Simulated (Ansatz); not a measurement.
SiC — field gradients at the nuclei

The cell is an entry of the Crystallography Open Database (COD) whose atoms were relaxed with PBE, the cell held.

```xyz
16
Lattice="3.0790 0.0000 0.0000 -1.5395 2.6665 0.0000 0.0000 0.0000 20.1460" Properties=species:S:1:pos:R:3 pbc="T T T"
Si    0.0000    1.7777    5.0386
Si    1.5395    0.8888   15.1116
Si    0.0000    1.7777   12.5913
Si    1.5395    0.8888    2.5183
Si    0.0000    0.0000    0.0020
Si    0.0000    0.0000   10.0750
Si    0.0000    1.7777   17.6313
Si    1.5395    0.8888    7.5583
C     0.0000    1.7777   19.5197
C     1.5395    0.8888    9.4467
C     0.0000    0.0000    1.8911
C     0.0000    0.0000   11.9641
C     0.0000    1.7777    6.9327
C     1.5395    0.8888   17.0057
C     0.0000    1.7777   14.4793
C     1.5395    0.8888    4.4063
```

Atom numbers follow the list; atoms alike are taken as one site, whose name carries the number of the first.

The numbers come from a DFT calculation in Ansatz (PBE, plane waves and PAW, scalar-relativistic, 420 eV cutoff, Γ-centred 10×10×2 k-points, Fermi–Dirac smearing 0.02 eV).

V_zz is the principal component of the electric field gradient with the largest magnitude, η = (V_xx − V_yy)/V_zz and C_Q = eQV_zz/h. Directions are in the Cartesian axes of the cell vectors above, for the atom listed; none is given where the gradient is under 0.02 or η is above 0.95.

Q: What field gradients does the calculation give at each kind of site?

A: 

| site | first atom | first shell | V_zz (10²¹ V/m²) | η | direction of V_zz (x, y, z) |
| --- | --- | --- | --- | --- | --- |
| Si1 | 1 | 4 C at 1.89 Å | -0.092 | 0.00 | 0.00 0.00 1.00 |
| Si3 | 3 | 4 C at 1.89 Å | 0.17 | 0.00 | 0.00 0.00 1.00 |
| Si5 | 5 | 4 C at 1.89 Å | 0.13 | 0.00 | 0.00 0.00 1.00 |
| Si7 | 7 | 4 C at 1.88–1.89 Å | 0.22 | 0.00 | 0.00 0.00 1.00 |
| C9 | 9 | 4 Si at 1.89 Å | 0.020 | 0.00 | – |
| C11 | 11 | 4 Si at 1.89 Å | 0.018 | 0.00 | – |
| C13 | 13 | 4 Si at 1.88–1.89 Å | 0.21 | 0.00 | 0.00 0.00 1.00 |
| C15 | 15 | 4 Si at 1.89 Å | 0.054 | 0.00 | 0.00 0.00 1.00 |

An axis of threefold or higher order runs through Si1, Si3, Si5, Si7, C9 and C11 and others, so V_zz lies along it and η is zero.
